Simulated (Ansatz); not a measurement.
CaF2: zone-centre modes under pressure

CaF2, Fm-3m, a = 5.421 Å. Ansatz: PBEsol, PAW, 420 eV, Γ-centred 8×8×8 mesh on 3 atoms, fixed occupations; no spin polarisation. Cell and atoms are relaxed at each pressure with the symmetry kept; optical modes at Γ by linear response, in cm⁻¹, matched by rank (the highest 2 distinct ones), without the LO field. The real crystal is known to change phase within this range, so the rows at high pressure are metastable.

```
P (GPa) V (Å³/atom)     ω1     ω2
      0       13.273  249.0  318.8
      5       12.608  284.5  346.0
     11       11.996  319.6  373.9
     22       11.174      ?      ?
```

Get each mode's Grüneisen parameter γ = −d ln ω/d ln V from the other rows and predict the missing frequencies.

ln(V/V0) = 0.0000, -0.0514, -0.1012, -0.1721; a line through ln(ω/ω0) of the 3 known rows gives ω1: γ = 2.467 (intercept 0.0021), predicted 381.5, computed 371.7; ω2: γ = 1.575 (intercept 0.0003), predicted 418.2, computed 416.4. The worst miss is 2.6 %: γ isn't constant over this range.

Cost: 4 runs of about 1.9 core-minutes in all, on Arm Neoverse V1 (shared hosts).